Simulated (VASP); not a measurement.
Write the native input for VASP 6.6.1 that does the following.

- Task: relaxation of cell and atoms
- Functional: PBE
- Potentials or basis: VASP PAW PBE potentials, release 64 (Pb, Se)
- Cutoff: 300 eV
- k mesh: 4 × 4 × 4
- Occupations: gaussian, width 0.03 eV
- Spin: no spin polarisation
- Further INCAR settings: ALGO = Normal; EDIFF = 1e-06; IBRION = 2; EDIFFG = -0.01; NSW = 90; ISIF = 3

The structure of PbSe (Clausthalite) lies in POSCAR:

```
PbSe
1.0
    0.0000000000      3.0606500000      3.0606500000
    3.0606500000      0.0000000000      3.0606500000
    3.0606500000      3.0606500000      0.0000000000
Pb Se
1 1
Direct
    0.0000000000      0.0000000000      0.0000000000
    0.5000000000      0.5000000000      0.5000000000
```

These files were run (other wordings do the same):

INCAR

```
SYSTEM = PbSe
PREC = Accurate ; ENCUT = 300
EDIFF = 1E-6 ; ISMEAR = 0
SIGMA = 0.03 ; LREAL = .FALSE.
LASPH = .TRUE. ; NELM = 80
ALGO = Normal ; ISIF = 3
LWAVE = .FALSE. ; LCHARG = .FALSE.
GGA = PE ; IBRION = 2
NSW = 90 ; EDIFFG = -0.01
```

KPOINTS

```
Automatic mesh
0
G
  4 4 4
  0 0 0
```

Potentials or basis: VASP PAW PBE potentials, release 64 (Pb, Se).

Run with:

```console
$ cat potpaw_PBE.64/Pb/POTCAR potpaw_PBE.64/Se/POTCAR > POTCAR
$ mpirun -np 1 vasp_std > vasp.out
```

Results of the run:

```json
{
  "Relaxed volume": "29.87 Å³/atom",
  "Relaxed cell": "a = 4.388 Å, b = 4.388 Å, c = 4.388 Å, α = 60.00°, β = 60.00°, γ = 60.00°",
  "Space group after relaxing (to 0.05 Å)": "Fm-3m (No. 225)",
  "Energy gained by relaxing": "7.8 meV/atom",
  "Ionic steps": "3",
  "Pressure after relaxing": "0.0 GPa",
  "Band gap on the k mesh": "0.42 eV, direct"
}
```

Caveat: the k mesh is coarse (spacing up to 0.44 Å⁻¹), so the values aren't converged; spin-orbit coupling is left out, which as a rule narrows the gap of such compounds by several tenths of an eV.

Run time: 5.4 s on 1 thread of Intel(R) Xeon(R) 6975P-C (Granite Rapids) (shared host), peak memory 0.14 GiB.
